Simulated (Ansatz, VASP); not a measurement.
Two plane-wave programs on AlNi

```
Al Ni
1.0
     2.65052    0.00000    0.00000
     0.00000    2.65052    0.00000
     0.00000    0.00000    3.11148
Al Ni
1 1
Direct
  0.00000 0.00000 0.00000
  0.50000 0.50000 0.50000
```

Change from the starting cell: strain -0.080 along x and y, +0.080 along z, atoms carried along.

Alike in both runs: task single point; functional PBE; k mesh 16 × 16 × 16; occupations gaussian, width 0.15 eV; no spin polarisation.

```csv
,VASP,Ansatz
version,VASP 6.6.1,Ansatz 0.2.0
potentials or method,"VASP PAW PBE potentials, release 64 (Al, Ni)","scalar-relativistic, plane waves, PAW"
plane-wave cutoff (eV),520,420
valence electrons in the cell,13,21
```

Ansatz gave:

- gap on the k mesh at the Fermi level (eV): none
- pressure (GPa): 21.4
- largest component of the traceless stress (GPa): 6.47

Task: Estimate VASP's values.

Result: gap on the k mesh at the Fermi level (eV): none; pressure (GPa): 21.4; largest component of the traceless stress (GPa): 6.65.

A gap of «none» marks a metal or a gap that the smearing closes. The functional is the same, so the differences come from potentials, cutoffs and numerics. The two sets of potentials don't hold the same shells in valence.

Caveats: so large a pressure means that the cell lies far from this level's equilibrium, or that cutoff or potentials fall short (VASP). Spin polarisation is off, so any magnetic state and its effect on volume and gap are missing.
